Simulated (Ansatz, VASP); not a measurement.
## One calculation of MgO, two programs

```xyz
4
Lattice="3.2882 0.0000 0.0000 -1.6441 2.8477 0.0000 0.0000 0.0000 5.0344" Properties=species:S:1:pos:R:3 pbc="T T T"
Mg    0.0000    1.8985   -0.0495
Mg    1.6441    0.9492    2.4677
O     0.0000    1.8985    1.9374
O     1.6441    0.9492    4.4546
```

The cell was built by a generator and needn't be a form met in nature.

Alike in both runs: task single point; functional HSE06; k mesh 6 × 6 × 2; no spin polarisation.

```csv
,VASP,Ansatz
version,VASP 6.6.1,Ansatz 0.2.0
potentials or method,"VASP PAW PBE potentials, release 64 (Mg, O)","plane waves, PAW"
plane-wave cutoff (eV),520,420
occupations,"gaussian, width 0.01 eV",fixed
valence electrons in the cell,16,32
```

|  | VASP | Ansatz | Ansatz less VASP |
| --- | --- | --- | --- |
| gap on the k mesh at the Fermi level (eV) | 5.14 | 5.17 | +0.025 |
| pressure (GPa) | -0.1 | 0.0 | +0.11 |
| largest component of the traceless stress (GPa) | 0.04 | 0.08 | +0.039 |
| rms of the force components (eV/Å) | 0.003 | 0.003 | +0.0003 |

Atom by atom the forces differ by 0.000 eV/Å (rms over components). The two sets of potentials don't hold the same shells in valence. Ansatz warned: «stress_exchange_threshold_loose».

Caveats: the k mesh is coarse (spacing up to 0.62 Å⁻¹), so the values aren't converged, least of all with exact exchange; the PAW data sets were made with another functional, which shifts forces and pressure a little (VASP).
